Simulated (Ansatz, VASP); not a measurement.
# One calculation of Bi, two programs

INCAR

```
SYSTEM = Bi
PREC = Accurate
ENCUT = 520
EDIFF = 1E-6
ISMEAR = -1
SIGMA = 0.03
LREAL = .False.
LASPH = .True.
NELM = 60
ALGO = Normal
ISIF = 2
LWAVE = .False.
LCHARG = .False.
GGA = PE
NBANDS = 22
```

File KPOINTS:

```
regular mesh
0
Gamma
  9 9 3
  0 0 0
```

Contents of POSCAR:

```
Bi
1.0
    4.6325977821      0.0000000000      0.0000000000
   -2.3162988911      4.0119473649      0.0000000000
    0.0000000000      0.0000000000     11.3558400000
Bi
2
Direct
    0.3333333333      0.6666666667      0.2500000000
    0.6666666667      0.3333333333      0.7500000000
```

Input for Ansatz:

```yaml
crystal:
  lattice:
    - [4.6325977821, 0.0, 0.0]
    - [-2.3162988911, 4.0119473649, 0.0]
    - [0.0, 0.0, 11.35584]
  atoms:
    - { symbol: Bi, position: [0.3333333333, 0.6666666667, 0.25] }
    - { symbol: Bi, position: [0.6666666667, 0.3333333333, 0.75] }
kpoints:
  mp_grid: { grid: [9, 9, 3] }
scf:
  occupations: { method: fermi_dirac, width: 0.03 }
hamiltonian:
  xc: pbe
  pseudopotentials: { kind: all_electron, lapw: { basis_error: 0.0005 } }
output:
  forces: true
  stress: true
  eigenvalues: true
```

Change from the starting cell: z stretched by -4 % at fixed volume.

Alike in both runs: task single point; functional PBE; k mesh 9 × 9 × 3; occupations fermi-dirac, width 0.03 eV; no spin polarisation.

|  | VASP | Ansatz |
| --- | --- | --- |
| version | VASP 6.6.1 | Ansatz 0.2.0 |
| potentials or method | VASP PAW PBE potentials, release 64 (Bi_d) | all-electron LAPW, scalar-relativistic |
| plane-wave cutoff (eV) | 520 | see its input |

Ansatz gave:

| Quantity | Value |
| --- | --- |
| pressure (GPa) | -3.2 |
| largest component of the traceless stress (GPa) | 2.66 |

Which values does VASP return?

Pressure (GPa): -3.2; largest component of the traceless stress (GPa): 2.65.

Ansatz ran all-electron here, so the differences hold the error of VASP's frozen core and of both bases.

Caveats: spin-orbit coupling is left out, which moves the levels of the heavy elements.
